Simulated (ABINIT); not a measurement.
# ZrB2 (P6/mmm) in ABINIT: convergence with tolvrs

Aim: find how far tolvrs must go before the results for ZrB2 settle, at PBEsol. This setting moves, with any that are tied to it; all else stays.

Everything below comes from runs of ABINIT 10.8.3 (patched build). Logs are shortened: lines on timing, memory, paths and dates and some standing lists are left out, and cuts for length are marked. The log counts tension as positive stress, the text compression.

## Step 1: The structure

Symmetry: P6/mmm, No. 191, hexagonal system. The conventional cell has a = 3.170 Å, b = 3.170 Å, c = 3.533 Å, α = 90.00°, β = 90.00°, γ = 120.00°. Zr (site symmetry 6/mmm) has 12 B at 2.54 Å as nearest neighbours. B (site symmetry -6m2) has 3 B at 1.83 Å as nearest neighbours.

## Step 2: With tolvrs 0.01

run.abi reads:

```
# Pseudopotentials
pp_dirpath "./"
pseudos "Zr.LDA_PW-JTH.xml, B.LDA_PW-JTH.xml"

# Structure
acell 5.9904318151 5.9904318151 6.6764023983
rprim
     1.0000000000     0.0000000000     0.0000000000
    -0.5000000000     0.8660254038     0.0000000000
     0.0000000000     0.0000000000     1.0000000000
ntypat 2
znucl 40 5
natom 3
typat 1 2 2
xred
     0.0000000000     0.0000000000     0.0000000000
     0.6666666667     0.3333333333     0.5000000000
     0.3333333333     0.6666666667     0.5000000000

# Plane-wave basis
ecut 462.593566 eV
pawecutdg 34.0
pawxcdev 0

# k points
kptopt 1
ngkpt 10 10 8
nshiftk 1
shiftk 0.0 0.0 0.0

# Exchange and correlation
ixc -116133

# Bands and occupations
nband 13
occopt 3
tsmear 0.05 eV

# SCF cycle
nstep 100
tolvrs 0.01

# Output
iomode 3
prtwf 0
prtden 0
prteig 0
prtebands 0
```

Potentials or basis: JTH PAW LDA v2.0.

The run is started by

```sh
abinit run.abi > log 2>&1
```

run.abo:

```text
.Version 10.8.3 of ABINIT
 Symmetries : space group P6/m m m (#191); Bravais hP (primitive hexag.)
================================================================================
 Values of the parameters that define the memory need of the present run
     intxc =       0    ionmov =       0      iscf =      17    lmnmax =      18
     lnmax =       6     mgfft =      27  mpssoang =       3    mqgrid =    3001
     natom =       3  nloc_mem =       2    nspden =       1   nspinor =       1
    nsppol =       1      nsym =      24    n1xccc =       1    ntypat =       2
    occopt =       3   xclevel =       2
       mpw =         720          nfft =       15552          nkpt =          70
 PAW method is used; the additional fine FFT grid is defined by:
   mgfftf=        36    nfftf =     36864
================================================================================
================================================================================

--------------------------------------------------------------------------------
------------- Echo of variables that govern the present computation ------------
--------------------------------------------------------------------------------
 -outvars: echo values of preprocessed input variables --------
            acell      5.9904318151E+00  5.9904318151E+00  6.6764023983E+00 Bohr
              amu      9.12240000E+01  1.08110000E+01
             ecut      1.70000000E+01 Hartree
                       outvar_i_n : Printing only first  50 k-points.
              ixc     -116133
                       outvar_i_n : Printing only first  50 k-points.
         kptrlatt       10    0    0      0   10    0      0    0    8
          kptrlen      5.34112192E+01
            natom           3
            nband          13
            ngfft          24      24      27
          ngfftdg          32      32      36
             nkpt          70
            nstep         100
             nsym          24
           ntypat           2
                       prtocc : prtvol=0, do not print more k-points.
           occopt           3
        pawecutdg      3.40000000E+01 Hartree
         pawxcdev           0
           prtden           0
        prtebands           0
           prteig           0
            prtwf           0
            rprim      1.0000000000E+00  0.0000000000E+00  0.0000000000E+00
                      -5.0000000000E-01  8.6602540380E-01  0.0000000000E+00
                       0.0000000000E+00  0.0000000000E+00  1.0000000000E+00
          spgroup         191
           tolvrs      1.00000000E-02
           tsmear      1.83746611E-03 Hartree
            typat      1  2  2
           useylm           1
                       outvars : Printing only first  50 k-points.
           xangst      0.0000000000E+00  0.0000000000E+00  0.0000000000E+00
                       1.5849999989E+00  9.1510017607E-01  1.7664999988E+00
                       2.0239315388E-17  1.8302003521E+00  1.7664999988E+00
            xcart      0.0000000000E+00  0.0000000000E+00  0.0000000000E+00
                       2.9952159075E+00  1.7292887105E+00  3.3382011991E+00
                       3.8246763058E-17  3.4585774211E+00  3.3382011991E+00
             xred      0.0000000000E+00  0.0000000000E+00  0.0000000000E+00
                       6.6666666667E-01  3.3333333333E-01  5.0000000000E-01
                       3.3333333333E-01  6.6666666667E-01  5.0000000000E-01
            znucl       40.00000    5.00000
[... 129 lines left out ...]

 cartesian forces (hartree/bohr) at end:
    1     -0.00000000000000    -0.00000000000000    -0.00000000000000
    2     -0.00000000000000     0.00000000000000    -0.00000000000000
    3     -0.00000000000000    -0.00000000000000    -0.00000000000000
 frms,max,avg= 3.9147506E-28 8.3044401E-28   0.000E+00  0.000E+00  0.000E+00 h/b

 cartesian forces (eV/Angstrom) at end:
    1     -0.00000000000000    -0.00000000000000    -0.00000000000000
    2     -0.00000000000000     0.00000000000000    -0.00000000000000
    3     -0.00000000000000    -0.00000000000000    -0.00000000000000
 frms,max,avg= 2.0130457E-26 4.2703148E-26   0.000E+00  0.000E+00  0.000E+00 e/A
 length scales=  5.990431815100  5.990431815100  6.676402398300 bohr
              =  3.169999997869  3.169999997869  3.532999997602 angstroms
 Fermi (or HOMO) energy (hartree) =   0.45518   Average Vxc (hartree)=  -0.46150
 Eigenvalues (hartree) for nkpt=  70  k points:
 kpt#   1, nband= 13, wtk=  0.00125, kpt=  0.0000  0.0000  0.0000 (reduced coord)
  -1.32436   -0.52349   -0.50297   -0.50297   -0.00819    0.36255    0.36256    0.36256
   0.37335    0.58370    0.58370    0.61297    0.61318
      occupation numbers for kpt#   1
   2.00000    2.00000    2.00000    2.00000    2.00000    2.00000    2.00000    2.00000
   2.00000    0.00000    0.00000    0.00000    0.00000
 prteigrs : prtvol=0 or 1, do not print more k-points.

--- !EnergyTerms
iteration_state     : {dtset: 1, }
comment             : Components of total free energy in Hartree
kinetic             :  1.55791521722948E+01
hartree             :  6.85606836912712E+00
xc                  : -9.01901903992005E+00
Ewald energy        : -4.82953939840230E+01
psp_core            :  2.04071265993863E+00
local_psp           : -3.19740454140457E+01
PAW spherical_terms :  1.14710721769611E+01
internal            : -5.33414530596670E+01
'-kT*entropy'       : -1.03184895417669E-04
total_energy        : -5.33415562445624E+01
total_energy_eV     : -1.45149768993251E+03
...

--- !EnergyTermsDC
iteration_state     : {dtset: 1, }
comment             : '"Double-counting" decomposition of free energy'
band_energy         : -3.08610985501568E+00
Ewald energy        : -4.82953939840230E+01
psp_core            :  2.04071265993863E+00
xc_dc               : -5.35049729477923E+00
PAW spherical_terms :  1.33547356468076E+00
internal            : -5.33558149091985E+01
'-kT*entropy'       : -1.03184895417669E-04
total_energy_dc     : -5.33559180940939E+01
total_energy_dc_eV  : -1.45188849576732E+03
...

--- !EnergyTermsWithPAWCore
iteration_state     : {dtset: 1, }
comment             : 'Components of total free energy, including PAW core contributions'
Total energy        : -3.64632760081981E+03
Total energy DC     : -3.64634196266934E+03
Total energy (eV)   : -9.92216287252890E+04
Total energy DC (eV): -9.92220195311238E+04
...

 Cartesian components of stress tensor (hartree/bohr^3)
  sigma(1 1)=  1.35055521E-04  sigma(3 2)=  0.00000000E+00
  sigma(2 2)=  1.35055521E-04  sigma(3 1)=  0.00000000E+00
  sigma(3 3)=  1.35884728E-04  sigma(2 1)=  0.00000000E+00

-Cartesian components of stress tensor (GPa)         [Pressure= -3.9816E+00 GPa]
- sigma(1 1)=  3.97347061E+00  sigma(3 2)=  0.00000000E+00
- sigma(2 2)=  3.97347060E+00  sigma(3 1)=  0.00000000E+00
- sigma(3 3)=  3.99786674E+00  sigma(2 1)=  0.00000000E+00

== END DATASET(S) ==============================================================
================================================================================

 -outvars: echo values of variables after computation  --------
            acell      5.9904318151E+00  5.9904318151E+00  6.6764023983E+00 Bohr
           etotal     -5.3355918094E+01
            fcart     -0.0000000000E+00 -0.0000000000E+00 -0.0000000000E+00
                      -0.0000000000E+00  8.3044401065E-28 -0.0000000000E+00
                      -0.0000000000E+00 -8.3044401065E-28 -0.0000000000E+00
            rprim      1.0000000000E+00  0.0000000000E+00  0.0000000000E+00
                      -5.0000000000E-01  8.6602540380E-01  0.0000000000E+00
                       0.0000000000E+00  0.0000000000E+00  1.0000000000E+00
           strten      1.3505552086E-04  1.3505552050E-04  1.3588472841E-04
                       0.0000000000E+00  0.0000000000E+00  0.0000000000E+00
           xangst      0.0000000000E+00  0.0000000000E+00  0.0000000000E+00
                       1.5849999989E+00  9.1510017607E-01  1.7664999988E+00
                       2.0239315388E-17  1.8302003521E+00  1.7664999988E+00
             xred      0.0000000000E+00  0.0000000000E+00  0.0000000000E+00
                       6.6666666667E-01  3.3333333333E-01  5.0000000000E-01
                       3.3333333333E-01  6.6666666667E-01  5.0000000000E-01
 Calculation completed.
```

Run time: 13 s. Hardware: 1 thread of Arm Neoverse V1, shared host; peak memory 0.11 GiB.

Results:

- Free energy: -1451.8885 eV
- Pressure: -4.0 GPa
- Band gap on the k mesh: none (metal or under the smearing width)
- Valence electrons inside the program's atomic spheres: Zr 9.13; B 1.81

## Step 3: With tolvrs 0.001

run.abi: that of step 2 with these lines changed.

```diff
@@ -40,3 +40,3 @@
 nstep 100
-tolvrs 0.01
+tolvrs 0.001
```

Potentials or basis: JTH PAW LDA v2.0.

The run is started by

```sh
abinit run.abi > log 2>&1
```

Run time: 13 s. Hardware: 1 thread of Arm Neoverse V1, shared host; peak memory 0.11 GiB.

Results (log left out):

```
Free energy                                           : -1451.8885 eV
Pressure                                              : -4.0 GPa
Band gap on the k mesh                                : none (metal or under the smearing width)
Valence electrons inside the program's atomic spheres : Zr 9.13; B 1.81
```

## Step 4: With tolvrs 0.0001

run.abi: that of step 3 with these lines changed.

```diff
@@ -40,3 +40,3 @@
 nstep 100
-tolvrs 0.001
+tolvrs 0.0001
```

The run is started by

```sh
abinit run.abi > log 2>&1
```

It took 15 s on 1 thread of Arm Neoverse V1, shared host; peak memory 0.11 GiB.

The run converged. Its results:

| Quantity | Value |
| --- | --- |
| Free energy | -1451.8885 eV |
| Pressure | -4.4 GPa |
| Band gap on the k mesh | none (metal or under the smearing width) |
| Valence electrons inside the program's atomic spheres | Zr 9.13; B 1.81 |

## Step 5: With tolvrs 1e-05

run.abi: that of step 4 with these lines changed.

```diff
@@ -40,3 +40,3 @@
 nstep 100
-tolvrs 0.0001
+tolvrs 1.0e-5
```

The run is started by

```sh
abinit run.abi > log 2>&1
```

Run time: 17 s. Hardware: 1 thread of Arm Neoverse V1, shared host; peak memory 0.11 GiB.

It converged, with:

```yaml
Free_energy: -1451.8885 eV
Pressure: -4.6 GPa
Band_gap_on_the_k_mesh: none (metal or under the smearing width)
Valence_electrons_inside_the_program's_atomic_spheres: Zr 9.13; B 1.81
```

## Step 6: With tolvrs 1e-06

run.abi: that of step 5 with these lines changed.

```diff
@@ -40,3 +40,3 @@
 nstep 100
-tolvrs 1.0e-5
+tolvrs 1.0e-6
```

Potentials or basis: JTH PAW LDA v2.0.

The run is started by

```sh
abinit run.abi > log 2>&1
```

Wall time 20 s (1 thread of Arm Neoverse V1, shared host); peak memory 0.11 GiB.

It converged, with:

```
Free energy                                           : -1451.8885 eV
Pressure                                              : -4.5 GPa
Band gap on the k mesh                                : none (metal or under the smearing width)
Valence electrons inside the program's atomic spheres : Zr 9.13; B 1.81
```

## Step 7: With tolvrs 1e-08

run.abi: that of step 6 with these lines changed.

```diff
@@ -40,3 +40,3 @@
 nstep 100
-tolvrs 1.0e-6
+tolvrs 1.0e-8
```

The run is started by

```sh
abinit run.abi > log 2>&1
```

It took 22 s on 1 thread of Arm Neoverse V1, shared host; peak memory 0.11 GiB.

The run converged. Its results:

```
Free energy                                           : -1451.8885 eV
Pressure                                              : -4.5 GPa
Band gap on the k mesh                                : none (metal or under the smearing width)
Valence electrons inside the program's atomic spheres : Zr 9.13; B 1.81
```

## Step 8: With tolvrs 1e-10

run.abi: that of step 7 with these lines changed.

```diff
@@ -40,3 +40,3 @@
 nstep 100
-tolvrs 1.0e-8
+tolvrs 1.0e-10
```

The run is started by

```sh
abinit run.abi > log 2>&1
```

It took 26 s on 1 thread of Arm Neoverse V1, shared host; peak memory 0.11 GiB.

The run converged. Its results:

| Item | Value |
| --- | --- |
| Free energy | -1451.8885 eV |
| Pressure | -4.5 GPa |
| Band gap on the k mesh | none (metal or under the smearing width) |
| Valence electrons inside the program's atomic spheres | Zr 9.13; B 1.81 |

## Step 9: With tolvrs 1e-13

run.abi: that of step 8 with these lines changed.

```diff
@@ -40,3 +40,3 @@
 nstep 100
-tolvrs 1.0e-10
+tolvrs 1.0e-13
```

Potentials or basis: JTH PAW LDA v2.0.

The run is started by

```sh
abinit run.abi > log 2>&1
```

It took 34 s on 1 thread of Arm Neoverse V1, shared host; peak memory 0.11 GiB.

The run converged. Its results:

| Quantity | Value |
| --- | --- |
| Free energy | -1451.8885 eV |
| Pressure | -4.5 GPa |
| Band gap on the k mesh | none (metal or under the smearing width) |
| Valence electrons inside the program's atomic spheres | Zr 9.13; B 1.81 |

## Step 10: Result

| tolvrs | energy less the tightest run, at zero smearing (meV/atom) | pressure (GPa) | SCF cycles | CPU time (s) | peak memory (GiB) |
| --- | --- | --- | --- | --- | --- |
| 0.01 | 0.01 | -3.98 | 4 | 13 | 0.11 |
| 0.001 | 0.01 | -3.98 | 4 | 13 | 0.11 |
| 0.0001 | 0.00 | -4.43 | 5 | 15 | 0.11 |
| 1e-05 | 0.00 | -4.57 | 6 | 17 | 0.11 |
| 1e-06 | 0.00 | -4.53 | 7 | 20 | 0.11 |
| 1e-08 | 0.00 | -4.52 | 8 | 22 | 0.11 |
| 1e-10 | 0.00 | -4.52 | 10 | 26 | 0.11 |
| 1e-13 | 0.00 | -4.52 | 13 | 34 | 0.11 |

Against the tightest run, the energy stays within 1 meV/atom from 0.01 on; the pressure stays within 0.1 GPa from 0.0001 on. The tightest run that finished is the yardstick and may itself not be fully converged.

Caveats: the PAW data sets were made with another functional, which shifts forces and pressure a little.
